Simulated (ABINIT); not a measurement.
# MoS2 (R3m) in ABINIT: a series of runs

The runs below take MoS2 through single point, with LDA, RPBE.

All numbers are computed with ABINIT 10.8.3 (patched build); they aren't measurements. Logs are shortened: lines on timing, memory, paths and dates and some standing lists are left out, and cuts for length are marked. The log counts tension as positive stress, the text compression.

**1. Starting point**

Symmetry: R3m, No. 160, trigonal system. The conventional cell has a = 3.160 Å, b = 3.160 Å, c = 18.450 Å, α = 90.00°, β = 90.00°, γ = 120.00°. Around Mo (site symmetry 3m) lie 6 S at 2.39 Å. Around S (site symmetry 3m) lie 3 Mo at 2.39 Å. S (site symmetry 3m) has 3 Mo at 2.39 Å as nearest neighbours.

Measurements of this composition are mostly on another form, of space group No. 194.

**2. Single point, LDA (cell relaxed)**

File run.abi:

```
# Pseudopotentials
pp_dirpath "./"
pseudos "Mo.upf, S.upf"

# Structure
acell 3*1.0
rprim
     2.9546283698     1.7058554892    11.3179705902
    -2.9546283698     1.7058554892    11.3179705902
     0.0000000000    -3.4117109785    11.3179705902
ntypat 2
znucl 42 16
natom 3
typat 1 2 2
xred
     0.0000853900     0.0000853900     0.0000853900
     0.4198471300     0.4198471300     0.4198471300
     0.2470674800     0.2470674800     0.2470674800
chkprim 0
chksymtnons 0
tolsym 1.0e-6

# Plane-wave basis
ecut 40.0

# k points
kptopt 1
ngkpt 8 8 8
nshiftk 1
shiftk 0.0 0.0 0.0

# Exchange and correlation
ixc 7

# Bands and occupations
nband 17
occopt 3
tsmear 0.05 eV

# SCF cycle
nstep 100
tolvrs 1.0e-10

# Output
iomode 3
prtwf 0
prtden 0
prteig 0
prtebands 0
```

Potentials or basis: PseudoDojo NC SR LDA v0.4.1 standard.

The run is started by

```console
mpirun --bind-to none -np 4 abinit run.abi > log 2>&1
```

run.abo:

```text
.Version 10.8.3 of ABINIT
 Symmetries : space group R3 m (#160); Bravais hR (rhombohedral)
================================================================================
 Values of the parameters that define the memory need of the present run
     intxc =       0    ionmov =       0      iscf =       7    lmnmax =       6
     lnmax =       6     mgfft =      72  mpssoang =       3    mqgrid =    3001
     natom =       3  nloc_mem =       1    nspden =       1   nspinor =       1
    nsppol =       1      nsym =       6    n1xccc =    2501    ntypat =       2
    occopt =       3   xclevel =       1
       mpw =        4181          nfft =      373248          nkpt =          65
================================================================================
================================================================================

--------------------------------------------------------------------------------
------------- Echo of variables that govern the present computation ------------
--------------------------------------------------------------------------------
 -outvars: echo values of preprocessed input variables --------
            acell      1.0000000000E+00  1.0000000000E+00  1.0000000000E+00 Bohr
              amu      9.59400000E+01  3.20660000E+01
          chkprim           0
      chksymtnons           0
             ecut      4.00000000E+01 Hartree
                       outvar_i_n : Printing only first  50 k-points.
              ixc           7
                       outvar_i_n : Printing only first  50 k-points.
         kptrlatt        8    0    0      0    8    0      0    0    8
          kptrlen      4.72740540E+01
            natom           3
            nband          17
            ngfft          72      72      72
             nkpt          65
            nstep         100
             nsym           6
           ntypat           2
                       prtocc : prtvol=0, do not print more k-points.
           occopt           3
           prtden           0
        prtebands           0
           prteig           0
            prtwf           0
            rprim      2.9546283698E+00  1.7058554892E+00  1.1317970590E+01
                      -2.9546283698E+00  1.7058554892E+00  1.1317970590E+01
                       0.0000000000E+00 -3.4117109785E+00  1.1317970590E+01
          spgroup         160
           tolsym      1.00000000E-06
           tolvrs      1.00000000E-10
           tsmear      1.83746611E-03 Hartree
            typat      1  2  2
                       outvars : Printing only first  50 k-points.
           xangst     -7.7316945310E-21 -4.5186380673E-15  1.5342564652E-03
                      -8.6333205437E-18 -2.2217198235E-11  7.5436605409E+00
                       7.3185383303E-18 -1.3074223366E-11  4.4392186266E+00
            xcart     -1.4610785153E-20 -8.5389884093E-15  2.8993245261E-03
                      -1.6314611385E-17 -4.1984419950E-11  1.4255452409E+01
                       1.3830033086E-17 -2.4706701470E-11  8.3889074173E+00
             xred      8.5390000000E-05  8.5390000000E-05  8.5390000000E-05
[... 118 lines left out ...]
       0.247067480000      0.247067480000      0.247067480000
 rms dE/dt=  2.6346E-05; max dE/dt=  2.6867E-05; dE/dt below (all hartree)
    1       0.000008921629      0.000008921629      0.000008921629
    2      -0.000035790022     -0.000035790022     -0.000035790022
    3       0.000026867378      0.000026867378      0.000026867378

 cartesian coordinates (angstrom) at end:
    1     -0.00000000000000    -0.00000000000000     0.00153425646518
    2     -0.00000000000000    -0.00000000002222     7.54366054092184
    3      0.00000000000000    -0.00000000001307     4.43921862660106

 cartesian forces (hartree/bohr) at end:
    1     -0.00000000000000    -0.00000000000000    -0.00000078830099
    2     -0.00000000000000    -0.00000000000000     0.00000316219973
    3      0.00000000000000     0.00000000000000    -0.00000237389874
 frms,max,avg= 1.3439709E-06 3.1621997E-06   0.000E+00  0.000E+00  2.989E-11 h/b

 cartesian forces (eV/Angstrom) at end:
    1     -0.00000000000000    -0.00000000000000    -0.00004053606685
    2     -0.00000000000000    -0.00000000000000     0.00016260684816
    3      0.00000000000000     0.00000000000000    -0.00012207078131
 frms,max,avg= 6.9109764E-05 1.6260685E-04   0.000E+00  0.000E+00  1.537E-09 e/A
 length scales=  1.000000000000  1.000000000000  1.000000000000 bohr
              =  0.529177210544  0.529177210544  0.529177210544 angstroms
 Fermi (or HOMO) energy (hartree) =   0.35001   Average Vxc (hartree)=  -0.42538
 Eigenvalues (hartree) for nkpt=  65  k points:
 kpt#   1, nband= 17, wtk=  0.00195, kpt=  0.0000  0.0000  0.0000 (reduced coord)
  -1.92210   -0.97598   -0.96539   -0.96539   -0.22598   -0.15709    0.06683    0.20884
   0.20884    0.25085    0.25085    0.28302    0.29573    0.41024    0.41024    0.42703
   0.42703
      occupation numbers for kpt#   1
   2.00000    2.00000    2.00000    2.00000    2.00000    2.00000    2.00000    2.00000
   2.00000    2.00000    2.00000    2.00000    2.00000    0.00000    0.00000    0.00000
   0.00000
 prteigrs : prtvol=0 or 1, do not print more k-points.

--- !EnergyTerms
iteration_state     : {dtset: 1, }
comment             : Components of total free energy in Hartree
kinetic             :  3.00923716506861E+01
hartree             :  2.55145714662762E+01
xc                  : -1.66677504318320E+01
Ewald energy        : -6.22254795285730E+01
psp_core            :  2.51942144552470E+00
local_psp           : -8.35055225520010E+01
non_local_psp       :  1.16765779583312E+01
internal            : -9.25958099915876E+01
'-kT*entropy'       : -1.79146199500148E-07
total_energy        : -9.25958101707338E+01
total_energy_eV     : -2.51966035531537E+03
band_energy         : -7.55434994094587E+00
...

 Cartesian components of stress tensor (hartree/bohr^3)
  sigma(1 1)=  4.67830392E-07  sigma(3 2)=  2.16800521E-14
  sigma(2 2)=  4.67790915E-07  sigma(3 1)=  0.00000000E+00
  sigma(3 3)=  4.70199766E-07  sigma(2 1)=  0.00000000E+00

-Cartesian components of stress tensor (GPa)         [Pressure= -1.3787E-02 GPa]
- sigma(1 1)=  1.37640453E-02  sigma(3 2)=  6.37849155E-10
- sigma(2 2)=  1.37628839E-02  sigma(3 1)=  0.00000000E+00
- sigma(3 3)=  1.38337547E-02  sigma(2 1)=  0.00000000E+00

== END DATASET(S) ==============================================================
================================================================================

 -outvars: echo values of variables after computation  --------
            acell      1.0000000000E+00  1.0000000000E+00  1.0000000000E+00 Bohr
           etotal     -9.2595810171E+01
            fcart     -2.9713288175E-22 -2.5639784399E-22 -7.8830099243E-07
                      -4.8380418828E-22 -2.6769518555E-22  3.1621997332E-06
                       7.8093707003E-22  5.2409302954E-22 -2.3738987408E-06
            rprim      2.9546283698E+00  1.7058554892E+00  1.1317970590E+01
                      -2.9546283698E+00  1.7058554892E+00  1.1317970590E+01
                       0.0000000000E+00 -3.4117109785E+00  1.1317970590E+01
           strten      4.6783039245E-07  4.6779091517E-07  4.7019976558E-07
                       2.1680052127E-14  0.0000000000E+00  0.0000000000E+00
           xangst     -7.7316945310E-21 -4.5186380673E-15  1.5342564652E-03
                      -8.6333205437E-18 -2.2217198235E-11  7.5436605409E+00
                       7.3185383303E-18 -1.3074223366E-11  4.4392186266E+00
             xred      8.5390000000E-05  8.5390000000E-05  8.5390000000E-05
                       4.1984713000E-01  4.1984713000E-01  4.1984713000E-01
                       2.4706748000E-01  2.4706748000E-01  2.4706748000E-01
 Calculation completed.
```

It took 60 s on 4 MPI ranks of AMD EPYC 9R45 (Zen 5), shared host; peak memory 0.64 GiB.

Results:

- Free energy: -2519.6604 eV
- Pressure: 0.0 GPa
- Band gap on the k mesh: 0.83 eV, indirect (least direct gap 2.13 eV)
- Valence electrons inside the program's atomic spheres: Mo 10.55; S 3.95

A k mesh can miss the band edges.

**3. Single point, RPBE**

File run.abi:

```
# Pseudopotentials
pp_dirpath "./"
pseudos "42_Mo_14_2.0_2.6_pbe_n_v1.0.psp8, 16_S_6_1.8_1.9_pbe_n_v1.0.psp8"

# Structure
acell 3*1.0 Angstrom
rprim
     1.5800000000     0.9122134253     6.1500000000
    -1.5800000000     0.9122134253     6.1500000000
     0.0000000000    -1.8244268506     6.1500000000
ntypat 2
znucl 42 16
natom 3
typat 1 2 2
xred
     0.0000000000     0.0000000000     0.0000000000
     0.4170000000     0.4170000000     0.4170000000
     0.2500000000     0.2500000000     0.2500000000

# Plane-wave basis
ecut 22.0

# k points
kptopt 1
ngkpt 8 8 8
nshiftk 1
shiftk 0.0 0.0 0.0

# Exchange and correlation
ixc 15

# Bands and occupations
nband 17
occopt 3
tsmear 0.05 eV

# SCF cycle
nstep 100
tolvrs 1.0e-10

# Output
iomode 3
prtwf 0
prteig 0
prtebands 0
enunit 1
prtden 1
prtvha 1
prtvclmb 1
prtpot 1
prtelf 1
```

Potentials or basis: SPMS NC PBE v1.0.

The run is started by

```console
abinit run.abi > log 2>&1
```

It took 4 min on 1 thread of Arm Neoverse V1, shared host; peak memory 0.13 GiB.

It converged, with:

| Item | Value |
| --- | --- |
| Free energy | -2509.4312 eV |
| Pressure | 7.7 GPa |
| Largest force | 0.560 eV/Å |
| Band gap on the k mesh | 1.07 eV, indirect (least direct gap 2.02 eV) |
| Valence electrons inside the program's atomic spheres | Mo 10.52; S 3.97, 3.98 |

Forces in eV/Å, atoms in the order of the input:
```
Mo   0.000  0.000  0.088
S    0.000  0.000  0.472
S    0.000  0.000 -0.560
```

Stress tensor (GPa, compression positive):
```
6.85 0.00 0.00
0.00 6.85 0.00
0.00 0.00 9.28
```

Levels at points of the mesh, in eV from the valence-band top:
| k point | band 11 | band 12 | band 13 | band 14 | band 15 | band 16 |
| --- | --- | --- | --- | --- | --- | --- |
| (0.00, 0.00, 0.00) | -2.34 | -1.28 | -1.13 | 2.02 | 2.02 | 2.43 |
| (0.50, 0.00, 0.00) | -2.37 | -1.69 | -1.48 | 1.58 | 2.03 | 3.49 |
| (0.50, 0.50, 0.00) | -2.91 | -1.86 | -1.32 | 1.54 | 2.14 | 3.06 |
| (0.50, 0.50, 0.50) | -2.32 | -2.32 | 0.00 | 2.11 | 2.11 | 2.30 |

Caveat: the potentials were made for another functional, which shifts forces and pressure. Expect the measured gap to be larger: semilocal functionals such as RPBE lack the derivative discontinuity.
